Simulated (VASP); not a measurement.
# RbBr (Fm-3m) in VASP: further runs

One crystal, RbBr, is run at these levels: PBE, PBEsol; tasks: equation of state.

Program: VASP 6.6.1. These are calculated values, not measurements. Logs are shortened: lines on timing, memory, paths and dates and some standing lists are left out, and cuts for length are marked.

## Step 1: Starting point

The structure is cubic, space group Fm-3m (No. 225). Conventional cell: a = 6.854 Å, b = 6.854 Å, c = 6.854 Å, α = 90.00°, β = 90.00°, γ = 90.00°. Around Rb (site symmetry m-3m) lie 6 Br at 3.43 Å. Br (site symmetry m-3m) has 6 Rb at 3.43 Å as nearest neighbours.

## Step 2: Equation of state, PBE, 37.83 Å³/atom (volume scaled by 0.94)

INCAR

```
SYSTEM = RbBr
PREC = Accurate
ENCUT = 520
EDIFF = 1E-7
ISMEAR = -1
SIGMA = 0.05
LREAL = .FALSE.
LASPH = .TRUE.
NELM = 80
ALGO = Normal
ISIF = 2
LWAVE = .FALSE.
LCHARG = .FALSE.
GGA = PE
NBANDS = 15
```

KPOINTS

```
Automatic mesh
0
G
  7 7 7
  0 0 0
```

POSCAR

```
RbBr
1.0
    0.0000000000      3.3570415946      3.3570415946
    3.3570415946      0.0000000000      3.3570415946
    3.3570415946      3.3570415946      0.0000000000
Rb Br
1 1
Direct
    0.0000000000      0.0000000000      0.0000000000
    0.5000000000      0.5000000000      0.5000000000
```

Potentials or basis: VASP PAW PBE potentials, release 64 (Rb_sv, Br).

Command:

```
> cat potpaw_PBE.64/Rb_sv/POTCAR potpaw_PBE.64/Br/POTCAR > POTCAR
> mpirun -np 1 vasp_std > vasp.out
```

OUTCAR:

```text
SYSTEM = RbBr
   PREC = Accurate
   ENCUT = 520
   EDIFF = 1E-7
   ISMEAR = -1
   LREAL = .FALSE.
   LASPH = .TRUE.
   NELM = 80
   ISIF = 2
   GGA = PE

 ion  position               nearest neighbor table
   1  0.000  0.000  0.000-   2 3.36   2 3.36   2 3.36   2 3.36   2 3.36   2 3.36
   2  0.500  0.500  0.500-   1 3.36   1 3.36   1 3.36   1 3.36   1 3.36   1 3.36

  LATTYP: Found a face centered cubic cell.
 ALAT       =     6.7140831892

  Lattice vectors:

 A1 = (   0.0000000000,   3.3570415946,   3.3570415946)
 A2 = (   3.3570415946,   0.0000000000,   3.3570415946)
 A3 = (   3.3570415946,   3.3570415946,   0.0000000000)

Analysis of symmetry for initial positions (statically):
=====================================================================
 Subroutine PRICEL returns:
 Original cell was already a primitive cell.

 Routine SETGRP: Setting up the symmetry group for a
 face centered cubic supercell.

 Subroutine GETGRP returns: Found 48 space group operations
 (whereof 48 operations were pure point group operations)
 out of a pool of 48 trial point group operations.

The static configuration has the point symmetry O_h .

Analysis of symmetry for dynamics (positions and initial velocities):
=====================================================================
 Subroutine PRICEL returns:
 Original cell was already a primitive cell.

 Routine SETGRP: Setting up the symmetry group for a
 face centered cubic supercell.

 Subroutine GETGRP returns: Found 48 space group operations
 (whereof 48 operations were pure point group operations)
 out of a pool of 48 trial point group operations.

The dynamic configuration has the point symmetry O_h .

 Subroutine INISYM returns: Found 48 space group operations
 (whereof 48 operations are pure point group operations),
 and found     1 'primitive' translations

----------------------------------------------------------------------------------------

                                     Primitive cell

  volume of cell :      75.6659

  direct lattice vectors                    reciprocal lattice vectors
     0.000000000  3.357041595  3.357041595    -0.148940663  0.148940663  0.148940663
     3.357041595  0.000000000  3.357041595     0.148940663 -0.148940663  0.148940663
     3.357041595  3.357041595  0.000000000     0.148940663  0.148940663 -0.148940663

  length of vectors
     4.747573753  4.747573753  4.747573753     0.257972795  0.257972795  0.257972795

  position of ions in fractional coordinates (direct lattice)
     0.000000000  0.000000000  0.000000000
[... 84 lines left out ...]
   NELECT =      16.0000    total number of electrons
   NUPDOWN=      -1.0000    fix difference up-down
   EMIN   =  10.00;   EMAX   =-10.00  energy-range for DOS
   EFERMI =   0.00;   METHOD = LEGACY
   ISMEAR =    -1;   SIGMA  =   0.05  broadening in eV -4-tet -1-fermi 0-gaus
   EFERMI_NEDOS =   21; number of points for ismear=-14 and -15
   IALGO  =     38    algorithm
   IMIX   =      4    mixing-type and parameters
     AMIX     =   0.40;   BMIX     =  1.00
     AMIX_MAG =   1.60;   BMIX_MAG =  1.00
  volume/ion in A,a.u.               =      37.83       255.31
  Fermi-wavevector in a.u.,A,eV,Ry     =   0.975322  1.843092 12.942588  0.951253
  Thomas-Fermi vector in A             =   2.105852
   LORBIT       =      0    0 simple, 1 ext, 2 COOP (PROOUT), +10 PAW based schemes
   GGA     = PE    functional components
   LHFCALC =     F    Hartree Fock is set to
   AEXX    =    0.0000 exact exchange contribution
   IVDW    =     0    specifies the selected vdW correction
   LEPSILON=     F    determine dielectric tensor
   LRPA    =     F    only Hartree local field effects (RPA)
 non-spin polarized calculation
  energy-cutoff  :      520.00
  volume of cell :       75.67
 maximum number of plane-waves:      2085
   NGX = 17   NGY = 17   NGZ = 17

 number of electron      16.0000002 magnetization

 Free energy of the ion-electron system (eV)
  ---------------------------------------------------
  ext. energy  EPLUGINS =         0.00000000
  ---------------------------------------------------
  free energy    TOTEN  =        -6.04919695 eV

  energy without entropy =       -6.04919695  energy(sigma->0) =       -6.04919695

 E-fermi :  -0.4126     XC(G=0):  -7.4822

 val. band max:       -1.5051069139   @ k =   0.0000   0.0000   0.0000
 cond. band min:       3.0202870261   @ k =   0.0000   0.0000   0.0000
 fundamental gap:      4.5253939400
 Fermi energy:        -0.4126280765

 k-point     1 :       0.0000    0.0000    0.0000
  band No.  band energies     occupation
      1     -25.7965      2.00000
      2     -13.7524      2.00000
      3      -9.8786      2.00000
      4      -9.8786      2.00000
      5      -9.8786      2.00000
      6      -1.5051      2.00000
      7      -1.5051      2.00000
      8      -1.5051      2.00000
      9       3.0203      0.00000
     10       5.7827      0.00000
     11       5.7827      0.00000
     12       5.7827      0.00000
     13       6.7159      0.00000
     14       6.7159      0.00000
[... 329 lines left out ...]
      2     -13.7331      2.00000
      3     -10.0509      2.00000
      4      -9.9993      2.00000
      5      -9.8584      2.00000
      6      -2.1065      2.00000
      7      -1.8914      2.00000
      8      -1.8446      2.00000
      9       5.3205      0.00000
     10       6.0681      0.00000
     11       7.1008      0.00000
     12       7.4253      0.00000
     13       9.1132      0.00000
     14       9.3472      0.00000
     15      10.2563      0.00000

------------------------ aborting loop because EDIFF is reached ----------------------------------------

  FORCE on cell =-STRESS in cart. coord.  units (eV):
  Direction    XX          YY          ZZ          XY          YZ          ZX
  --------------------------------------------------------------------------------------
  -------------------------------------------------------------------------------------
  Total        1.0520387      1.0520387      1.0520387     -0.0000000     -0.0000000      0.0000000
  in kB       22.2762519     22.2762519     22.2762519     -0.0000000     -0.0000000      0.0000000
  external PRESSURE =      22.2762519 kB  Pullay stress =       0.0000000 kB

 VOLUME and BASIS-vectors are now :
 -----------------------------------------------------------------------------
  energy-cutoff  :      520.00
  volume of cell :       75.67
      direct lattice vectors                 reciprocal lattice vectors
     0.000000000  3.357041595  3.357041595    -0.148940663  0.148940663  0.148940663
     3.357041595  0.000000000  3.357041595     0.148940663 -0.148940663  0.148940663
     3.357041595  3.357041595  0.000000000     0.148940663  0.148940663 -0.148940663

 POSITION                                       TOTAL-FORCE (eV/Angst)
 -----------------------------------------------------------------------------------
      0.00000      0.00000      0.00000        -0.000000     -0.000000      0.000000
      3.35704      3.35704      3.35704         0.000000      0.000000     -0.000000
 -----------------------------------------------------------------------------------
    total drift:                                0.000000      0.000000      0.000000

  FREE ENERGIE OF THE ION-ELECTRON SYSTEM (eV)
  ---------------------------------------------------
  free  energy   TOTEN  =        -6.0491969494 eV

  energy  without entropy=       -6.0491969494  energy(sigma->0) =       -6.04919695
```

OSZICAR:

```text
N       E                     dE             d eps       ncg     rms          rms(c)
DAV:   1     0.831858228935E+02    0.83186E+02   -0.65879E+03   600   0.910E+02
DAV:   2    -0.290003594852E+00   -0.83476E+02   -0.75454E+02   827   0.165E+02
DAV:   3    -0.605619489062E+01   -0.57662E+01   -0.57322E+01   798   0.444E+01
DAV:   4    -0.625179787654E+01   -0.19560E+00   -0.19552E+00   848   0.726E+00
DAV:   5    -0.625394293986E+01   -0.21451E-02   -0.21450E-02   813   0.703E-01    0.329E+00
DAV:   6    -0.605195956894E+01    0.20198E+00   -0.24630E-01   747   0.236E+00    0.221E+00
DAV:   7    -0.603785055864E+01    0.14109E-01   -0.12051E-01   803   0.175E+00    0.104E+00
DAV:   8    -0.604839695253E+01   -0.10546E-01   -0.12543E-02   615   0.669E-01    0.960E-02
DAV:   9    -0.604879012510E+01   -0.39317E-03   -0.50519E-04   832   0.121E-01    0.657E-02
DAV:  10    -0.604918927229E+01   -0.39915E-03   -0.53050E-04   628   0.125E-01    0.237E-02
DAV:  11    -0.604919175468E+01   -0.24824E-05   -0.26355E-05   803   0.280E-02    0.571E-03
DAV:  12    -0.604919669334E+01   -0.49387E-05   -0.78452E-06   642   0.183E-02    0.110E-03
DAV:  13    -0.604919686419E+01   -0.17085E-06   -0.16078E-07   752   0.227E-03    0.979E-04
DAV:  14    -0.604919694942E+01   -0.85232E-07   -0.15087E-07   641   0.250E-03
   1 F= -.60491969E+01 E0= -.60491969E+01  d E =-.417126E-10
```

stdout:

```text
POSCAR found type information on POSCAR RbBr
 POSCAR found :  2 types and       2 ions
 scaLAPACK will be used
 LDA part: xc-table for (Slater+PW92), standard interpolation
 POSCAR, INCAR and KPOINTS ok, starting setup
 FFT: planning ... GRIDC
 FFT: planning ... GRID_SOFT
 FFT: planning ... GRID
 WAVECAR not read
 entering main loop
```

It took 14 s on 1 thread of Intel Xeon Platinum 8559C (Emerald Rapids), shared host; peak memory 0.21 GiB.

Results:

| Quantity | Value |
| --- | --- |
| Free energy | -6.0492 eV |
| Pressure | 2.2 GPa |
| Band gap on the k mesh | 4.53 eV, direct |

## Step 3: Equation of state, PBE, 38.64 Å³/atom (volume scaled by 0.96)

INCAR

```
PREC = Accurate
ENCUT = 520
EDIFF = 1E-7
ISMEAR = -1
SIGMA = 0.05
LREAL = False
LASPH = True
NELM = 100
ALGO = Normal
ISIF = 2
LWAVE = False
LCHARG = False
GGA = PE
NBANDS = 15
```

KPOINTS

```
Automatic mesh
0
Gamma
  7 7 7
```

POSCAR

```
RbBr
1.0
    0.0000000000      3.3806835115      3.3806835115
    3.3806835115      0.0000000000      3.3806835115
    3.3806835115      3.3806835115      0.0000000000
Rb Br
1 1
Direct
    0.0000000000      0.0000000000      0.0000000000
    0.5000000000      0.5000000000      0.5000000000
```

Potentials or basis: VASP PAW PBE potentials, release 64 (Rb_sv, Br).

Command:

```
> cat potpaw_PBE.64/Rb_sv/POTCAR potpaw_PBE.64/Br/POTCAR > POTCAR
> mpirun -np 1 vasp_std > vasp.out
```

Run time: 16 s. Hardware: 1 thread of Intel Xeon Platinum 8559C (Emerald Rapids), shared host; peak memory 0.21 GiB.

It converged, with:

```
Free energy            : -6.0693 eV
Pressure               : 1.8 GPa
Band gap on the k mesh : 4.47 eV, direct
```

(Continued in part 2 of 2.)
